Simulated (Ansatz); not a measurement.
# RbCl (Fm-3m) in Ansatz: settings compared

The runs below take RbCl through density of states, single point, equation of state, with PBE, PBEsol+D3(BJ).

All numbers are computed with Ansatz 0.2.0; they aren't measurements. Logs are shortened: lines on timing, memory, paths and dates and some standing lists are left out, and cuts for length are marked.

## (1) The structure

It takes space group Fm-3m (No. 225, cubic). Conventional cell: a = 6.548 Å, b = 6.548 Å, c = 6.548 Å, α = 90.00°, β = 90.00°, γ = 90.00°. Rb (site symmetry m-3m) has 6 Cl at 3.27 Å as nearest neighbours. Around Cl (site symmetry m-3m) lie 6 Rb at 3.27 Å.

## (2) Density of states, PBE, non-collinear spin, ferromagnetic start

input.yaml

```yaml
crystal:
  lattice:
    - [0.0, 3.274, 3.274]
    - [3.274, 0.0, 3.274]
    - [3.274, 3.274, 0.0]
  atoms:
    - { symbol: Rb, position: [0.0, 0.0, 0.0], spin: 0.501, spin_axis: [0.57735, 0.57735, 0.57735] }
    - { symbol: Cl, position: [0.5, 0.5, 0.5] }
kpoints:
  mp_grid: { grid: [5, 5, 5] }
scf:
  occupations: { method: gaussian, width: 0.01 }
hamiltonian:
  xc: pbe
  pseudopotentials: { kind: all_electron, lapw: { basis_error: 0.001 } }
magnetization:
  noncollinear: true
output:
  forces: true
  stress: true
  eigenvalues: true
  dos: { projected: false, de: 0.2, e_range: [-10, 8] }
```

Potentials or basis: all-electron LAPW, scalar-relativistic.

The run is started by

```
$ ansatz run input.yaml --threads 1 --pin off --max-ram 3072MiB --backend cpu --events-out ev --progress --plain --runs-dir out
```

The log of the run:

```text
Warning: RAYON_NUM_THREADS=1 ignored (pool sized by the plan → 1); use --threads N
LAPW: plane waves up to 5.838 Å⁻¹, error target 1.0e-3 eV per atom; small_component_spin mean_spin; Cl in spheres of 1.610 Å, 13 of its electrons in bands, Dirac shells []; Rb in spheres of 1.664 Å, 25 of its electrons in bands, Dirac shells [] (how accurate: hamiltonian.pseudopotentials.lapw.basis_error, Limitations)
Engine: ansatz 0.2.0, aarch64-unknown-linux-gnu
Pseudopotentials: kind: all_electron
Pseudopotential: Rb, LAPW, valence charge 25, lapw/all_electron/scalar/gaussian/Rb, Koelling and Harmon's equation, gaussian nucleus
Pseudopotential: Cl, LAPW, valence charge 13, lapw/all_electron/scalar/gaussian/Cl, Koelling and Harmon's equation, gaussian nucleus
Functional definition: PBE
  parameter kappa = 0.804
  parameter beta = 0.06672455060314922
  exchange = pbe_x(kappa = kappa, mu = beta*pi^2/3)
  correlation = pbe_c(beta = beta)
this run first makes a single point of its starting geometry on two collinear spin channels, or without spin where it has no moments, for its own SCFs to start from. `scf.lower_state_search: off` leaves that single point out
Crystal: 2 atoms, lattice volume = 70.189 Å³
Basis set: ecut = 129.8670849169404 eV, 259 PW (Γ), exchange–correlation at level 2
Bands: 24, of which v1, the nominal top of the filled ones, is band 19 counted from 1 (18 counted from 0)
Symmetry: 48 space group operations
Space group: Fm-3m (ITA 225), of the structure as read, at distance tolerance 4.1e-5 Å
Magnetic group: BNS 225.116 (UNI 1618), of the structure as read, at distance tolerance 4.1e-5 Å
k-points: 10 of 125
Non-local potential: Rb, projectors of the file, none
Non-local potential: Cl, projectors of the file, none
Initial density: superposition of atomic densities (chi_scale 0.1, normalization cell, long waves kept (reshape's long-wave potential 0.00 eV rms))
Starting moments: Σ|m| = 0.501 μB on 1 of 2 sites
[...]
SCF 1 converged in 13 iterations: F = -93684.547653 eV  dr2 = 4.22e-12
[...]
SCF 2 converged in 2 iterations: F = -93684.547653 eV  dr2 = 2.10e-12
SCF converged after 2 iterations
Stability not checked: this state was not tested for a lower state beside it, because this non-collinear magnet's GGA is evaluated by the locally collinear projection, under which the energy is not smooth in the magnetisation (locally_collinear_gga; see scf.lower_state_search)
Magnetization: |M| = 0.0000 μB,  M = (+0.0000, +0.0000, +0.0000) μB
Absolute magnetization: 0.0000 μB (∫|m|)
Moment direction: held on its axis by an average over the rotations of spin about it
  site 0: m = (+0.0000, +0.0000, +0.0000) μB, |m| = 0.0000 μB  (R = 1.66 Å)
  site 1: m = (+0.0000, +0.0000, +0.0000) μB, |m| = 0.0000 μB  (R = 1.61 Å)
Free energy (F): -93684.547653 eV
Harris-Foulkes:  -93684.547653 eV  (|F-HF|=0.00e0)
Internal energy: -93684.547653 eV  (E = F + TS)
E sigma→0 (E₀):  -93684.547653 eV
Fermi energy:    4.603425 eV
--- Per-component energies (eV) ---
  E_band       = -3392.751316
  E_kinetic    = 96031.378040
  E_xc         = -3513.667724
  E_electrostatic = -186202.257969  (all electrons and nuclei)
  E_smearing   = -0.000000  (= −TS)
  E_closure    = 0.000000  (closes the sum)
  E_atoms      = -93677.926315  (free atoms, spherical and without spin; not in F)
  Σ components = -93684.547653   (vs F -93684.547653, Δ=0.00e0)
  Basis errors (estimates in eV, not in F): energy 3.8e-4 per atom: plane waves 3.4e-4 (1.9e-4 summed), levels above the bands 0.0e0, relativity 6.0e-8, radial functions 4.6e-5, core shells 1.0e-6; eigenvalues (radial functions only) 1.2e-5; not estimated: angular momenta, meshes, grids; target (lapw.basis_error) 1.0e-3; muffin-tin radii Cl 1.610 Å, Rb 1.664 Å
--- Forces (eV/Å), atoms counted from 1 ---
  atom   1  Rb     0.00000000    -0.00000000     0.00000000
  atom   2  Cl     0.00000000    -0.00000000     0.00000000
  max |Σ_I F_I| component: 1.11e-26 eV/Å
--- Stress (GPa, compression-positive) ---
        1.150428      -0.000000       0.000000
       -0.000000       1.150428      -0.000000
        0.000000      -0.000000       1.150428
  P = ⅓ Tr σ = 1.1504 GPa (11.504 kbar)
--- Band table (eV; the first three rows and the last of 10) ---
  k-point 0: bands = ["-214.5949", "-214.5949", "-214.5949", "-214.5949", "-214.5949", "-214.5949", "-179.8467", "-179.8467", "-179.8467", "-179.8467", "-179.8467", "-179.8467", "-93.7603", "-93.7603", "-93.7603", "-93.7603", "-93.7603", "-93.7603", "-93.7595", "-93.7595", "-93.7595", "-93.7595", "-21.8084", "-21.8084", "-9.9318", "-9.9318", "-5.8542", "-5.8542", "-5.8542", "-5.8542", "-5.8542", "-5.8542", "2.0784", "2.0784", "2.0784", "2.0784", "2.0784", "2.0784", "7.1284", "7.1284", "10.0729", "10.0729", "10.0729", "10.0729", "10.0729", "10.0729"]
  k-point 1: bands = ["-214.5949", "-214.5949", "-214.5949", "-214.5949", "-214.5949", "-214.5949", "-179.8467", "-179.8467", "-179.8467", "-179.8467", "-179.8467", "-179.8467", "-93.7603", "-93.7603", "-93.7603", "-93.7603", "-93.7603", "-93.7603", "-93.7595", "-93.7595", "-93.7595", "-93.7595", "-21.8025", "-21.8025", "-9.9555", "-9.9555", "-5.8585", "-5.8585", "-5.8585", "-5.8585", "-5.8435", "-5.8435", "1.7259", "1.7259", "1.9516", "1.9516", "1.9516", "1.9516", "8.0024", "8.0024", "9.8744", "9.8744", "10.5709", "10.5709", "10.5709", "10.5709"]
  k-point 2: bands = ["-214.5949", "-214.5949", "-214.5949", "-214.5949", "-214.5949", "-214.5949", "-179.8467", "-179.8467", "-179.8467", "-179.8467", "-179.8467", "-179.8467", "-93.7603", "-93.7603", "-93.7603", "-93.7603", "-93.7603", "-93.7603", "-93.7595", "-93.7595", "-93.7595", "-93.7595", "-21.7928", "-21.7928", "-9.9933", "-9.9933", "-5.8654", "-5.8654", "-5.8654", "-5.8654", "-5.8269", "-5.8269", "1.2664", "1.2664", "1.7600", "1.7600", "1.7600", "1.7600", "9.5727", "9.5727", "10.0146", "10.0146", "11.8616", "11.8616", "11.8616", "11.8616"]
  k-point 9: bands = ["-214.5949", "-214.5949", "-214.5949", "-214.5949", "-214.5949", "-214.5949", "-179.8467", "-179.8467", "-179.8467", "-179.8467", "-179.8467", "-179.8467", "-93.7603", "-93.7603", "-93.7603", "-93.7603", "-93.7603", "-93.7603", "-93.7595", "-93.7595", "-93.7595", "-93.7595", "-21.7875", "-21.7875", "-9.9301", "-9.9301", "-6.0114", "-6.0114", "-6.0062", "-6.0062", "-5.8499", "-5.8499", "1.5743", "1.5743", "1.7842", "1.7842", "1.8847", "1.8847", "9.3574", "9.3574", "10.0826", "10.0827", "11.3649", "11.3649", "12.1937", "12.1937"]
```

dos.tsv:

```text
# E-E_F[eV]	g_bin_mean(E)[states/eV]	N(E)
# format = ansatz-dos/2
# fermi_ev = 4.603425
# fermi_mp_grid = 5 5 5
# fermi_mp_shift = 0 0 0
# levels_connected = by_index
# g_bin_mean(E): the states in a bin one row spacing wide, centred on E, divided by that spacing. States that the method places at a single energy (under output.dos.method: tetrahedron, those of a tetrahedron whose four corners have one energy) are counted whole in the row whose bin holds that energy (on the edge of two bins, in the lower row). The sum of g_bin_mean over a run of rows, times the row spacing, is the number of states from half a spacing under the first of them to half a spacing over the last (a plain sum, not the trapezoid rule).
-10.000000	0.000000e0	3.200000e1
-9.800000	0.000000e0	3.200000e1
-9.600000	0.000000e0	3.200000e1
-9.400000	0.000000e0	3.200000e1
-9.200000	0.000000e0	3.200000e1
-9.000000	0.000000e0	3.200000e1
[... 83 lines left out ...]
7.800000	0.000000e0	4.600000e1
8.000000	0.000000e0	4.600000e1
```

Run time: 14 s. Hardware: 1 thread of Arm Neoverse V2, shared host; peak memory 0.35 GiB.

What came out:

| Quantity | Value |
| --- | --- |
| Free energy | -93684.5477 eV |
| Pressure | 1.2 GPa |
| Band gap on the k mesh | 5.05 eV, direct |
| Net moment | 0.00 μB per cell |
| Absolute moment | 0.00 μB per cell |

States per cell in windows of 1 eV (zero at the valence-band top; states under -7 eV left out):
```tsv
from (eV)	total
-7.0	0.00
-6.0	0.00
-5.0	0.00
-4.0	0.00
-3.0	0.00
-2.0	0.00
-1.0	6.00
0.0	0.00
1.0	0.00
2.0	0.00
3.0	0.00
4.0	0.00
5.0	0.08
6.0	0.73
7.0	2.64
```

Moments on the atoms (μB; x, y, z):
```
Rb  0.00 0.00 0.00
Cl  0.00 0.00 0.00
```

Caveat: the starting moments weren't kept.

## (3) Single point, PBEsol+D3(BJ), 32.99 Å³/atom (volume scaled by 0.94)

input.yaml

```yaml
crystal:
  lattice:
    - [0.0, 3.2071649199, 3.2071649199]
    - [3.2071649199, 0.0, 3.2071649199]
    - [3.2071649199, 3.2071649199, 0.0]
  atoms:
    - { symbol: Rb, position: [0.0, 0.0, 0.0] }
    - { symbol: Cl, position: [0.5, 0.5, 0.5] }
kpoints:
  mp_grid: { grid: [7, 7, 7] }
scf:
  occupations: { method: fermi_dirac, width: 0.05 }
hamiltonian:
  xc: pbesol
  dispersion: d3bj
  pseudopotentials: { kind: all_electron, lapw: { basis_error: 0.001 } }
output:
  forces: true
  stress: true
  eigenvalues: true
```

Potentials or basis: all-electron LAPW, scalar-relativistic.

The run is started by

```
$ ansatz run input.yaml --threads 1 --pin off --max-ram 3072MiB --backend cpu --events-out ev --progress --plain --runs-dir out
```

Run time: 2.9 s. Hardware: 1 thread of Arm Neoverse V2, shared host; peak memory 0.23 GiB.

The run converged. Its results:

```
Free energy            : -93615.9065 eV
Pressure               : 0.1 GPa
Band gap on the k mesh : 5.08 eV, direct
```

## (4) Single point, PBEsol+D3(BJ), 33.69 Å³/atom (volume scaled by 0.96)

input.yaml: that of step 3 with these lines changed.

```diff
@@ -2,5 +2,5 @@
   lattice:
-    - [0.0, 3.2071649199, 3.2071649199]
-    - [3.2071649199, 0.0, 3.2071649199]
-    - [3.2071649199, 3.2071649199, 0.0]
+    - [0.0, 3.2297513325, 3.2297513325]
+    - [3.2297513325, 0.0, 3.2297513325]
+    - [3.2297513325, 3.2297513325, 0.0]
   atoms:
```

The run is started by

```
$ ansatz run input.yaml --threads 1 --pin off --max-ram 3072MiB --backend cpu --events-out ev --progress --plain --runs-dir out
```

It took 2.8 s on 1 thread of Arm Neoverse V2, shared host; peak memory 0.23 GiB.

It converged, with:

```yaml
Free_energy: -93615.9056 eV
Pressure: -0.3 GPa
Band_gap_on_the_k_mesh: 5.01 eV, direct
```

## (5) Single point, PBEsol+D3(BJ), 34.39 Å³/atom (volume scaled by 0.98)

input.yaml: that of step 4 with these lines changed.

```diff
@@ -2,5 +2,5 @@
   lattice:
-    - [0.0, 3.2297513325, 3.2297513325]
-    - [3.2297513325, 0.0, 3.2297513325]
-    - [3.2297513325, 3.2297513325, 0.0]
+    - [0.0, 3.2520261836, 3.2520261836]
+    - [3.2520261836, 0.0, 3.2520261836]
+    - [3.2520261836, 3.2520261836, 0.0]
   atoms:
```

The run is started by

```
$ ansatz run input.yaml --threads 1 --pin off --max-ram 3072MiB --backend cpu --events-out ev --progress --plain --runs-dir out
```

It took 2.9 s on 1 thread of Arm Neoverse V2, shared host; peak memory 0.23 GiB.

It converged, with:

| Quantity | Value |
| --- | --- |
| Free energy | -93615.9013 eV |
| Pressure | -0.7 GPa |
| Band gap on the k mesh | 4.95 eV, direct |

Caveat: an odd mesh through Γ misses points on the zone boundary, where band edges often lie.

## (6) Single point, PBEsol+D3(BJ), 35.09 Å³/atom

input.yaml: that of step 5 with these lines changed.

```diff
@@ -2,5 +2,5 @@
   lattice:
-    - [0.0, 3.2520261836, 3.2520261836]
-    - [3.2520261836, 0.0, 3.2520261836]
-    - [3.2520261836, 3.2520261836, 0.0]
+    - [0.0, 3.274, 3.274]
+    - [3.274, 0.0, 3.274]
+    - [3.274, 3.274, 0.0]
   atoms:
```

Potentials or basis: all-electron LAPW, scalar-relativistic.

The run is started by

```
$ ansatz run input.yaml --threads 1 --pin off --max-ram 3072MiB --backend cpu --events-out ev --progress --plain --runs-dir out
```

Run time: 2.9 s. Hardware: 1 thread of Arm Neoverse V2, shared host; peak memory 0.23 GiB.

It converged, with:

| Property | Result |
| --- | --- |
| Free energy | -93615.8941 eV |
| Pressure | -1.0 GPa |
| Band gap on the k mesh | 4.89 eV, direct |

Caveat: an odd mesh through Γ misses points on the zone boundary, where band edges often lie.

## (7) Single point, PBEsol+D3(BJ), 35.80 Å³/atom (volume scaled by 1.02)

input.yaml: that of step 6 with these lines changed.

```diff
@@ -2,5 +2,5 @@
   lattice:
-    - [0.0, 3.274, 3.274]
-    - [3.274, 0.0, 3.274]
-    - [3.274, 3.274, 0.0]
+    - [0.0, 3.2956827511, 3.2956827511]
+    - [3.2956827511, 0.0, 3.2956827511]
+    - [3.2956827511, 3.2956827511, 0.0]
   atoms:
```

The run is started by

```
$ ansatz run input.yaml --threads 1 --pin off --max-ram 3072MiB --backend cpu --events-out ev --progress --plain --runs-dir out
```

It took 2.9 s on 1 thread of Arm Neoverse V2, shared host; peak memory 0.23 GiB.

Results (log left out):

| Quantity | Value |
| --- | --- |
| Free energy | -93615.8845 eV |
| Pressure | -1.2 GPa |
| Band gap on the k mesh | 4.83 eV, direct |

Caveat: an odd mesh through Γ misses points on the zone boundary, where band edges often lie.

## (8) Single point, PBEsol+D3(BJ), 36.50 Å³/atom (volume scaled by 1.04)

input.yaml: that of step 7 with these lines changed.

```diff
@@ -2,5 +2,5 @@
   lattice:
-    - [0.0, 3.2956827511, 3.2956827511]
-    - [3.2956827511, 0.0, 3.2956827511]
-    - [3.2956827511, 3.2956827511, 0.0]
+    - [0.0, 3.3170838881, 3.3170838881]
+    - [3.3170838881, 0.0, 3.3170838881]
+    - [3.3170838881, 3.3170838881, 0.0]
   atoms:
```

The run is started by

```
$ ansatz run input.yaml --threads 1 --pin off --max-ram 3072MiB --backend cpu --events-out ev --progress --plain --runs-dir out
```

It took 2.9 s on 1 thread of Arm Neoverse V2, shared host; peak memory 0.24 GiB.

Results (log left out):

* Free energy: -93615.8726 eV
* Pressure: -1.5 GPa
* Band gap on the k mesh: 4.78 eV, direct

Caveat: an odd mesh through Γ misses points on the zone boundary, where band edges often lie.

## (9) Single point, PBEsol+D3(BJ), 37.20 Å³/atom (volume scaled by 1.06)

input.yaml: that of step 8 with these lines changed.

```diff
@@ -2,5 +2,5 @@
   lattice:
-    - [0.0, 3.3170838881, 3.3170838881]
-    - [3.3170838881, 0.0, 3.3170838881]
-    - [3.3170838881, 3.3170838881, 0.0]
+    - [0.0, 3.3382123806, 3.3382123806]
+    - [3.3382123806, 0.0, 3.3382123806]
+    - [3.3382123806, 3.3382123806, 0.0]
   atoms:
```

Potentials or basis: all-electron LAPW, scalar-relativistic.

The run is started by

```
$ ansatz run input.yaml --threads 1 --pin off --max-ram 3072MiB --backend cpu --events-out ev --progress --plain --runs-dir out
```

It took 2.8 s on 1 thread of Arm Neoverse V2, shared host; peak memory 0.23 GiB.

It converged, with:

- Free energy: -93615.8588 eV
- Pressure: -1.7 GPa
- Band gap on the k mesh: 4.73 eV, direct

Caveat: an odd mesh through Γ misses points on the zone boundary, where band edges often lie.

## (10) Equation of state, PBEsol+D3(BJ)

No new run: the results of the series are fitted here.

What came out:

```yaml
Equilibrium_volume: 33.14 Å³/atom
Bulk_modulus: 19.5 GPa
Pressure_derivative_of_the_bulk_modulus: 5.2
```

Energy against volume, from the lowest point:
| volume (Å³/atom) | energy (meV/atom) |
| --- | --- |
| 32.989 | 0.00 |
| 33.690 | 0.49 |
| 34.392 | 2.63 |
| 35.094 | 6.21 |
| 35.796 | 11.04 |
| 36.498 | 16.97 |
| 37.200 | 23.88 |
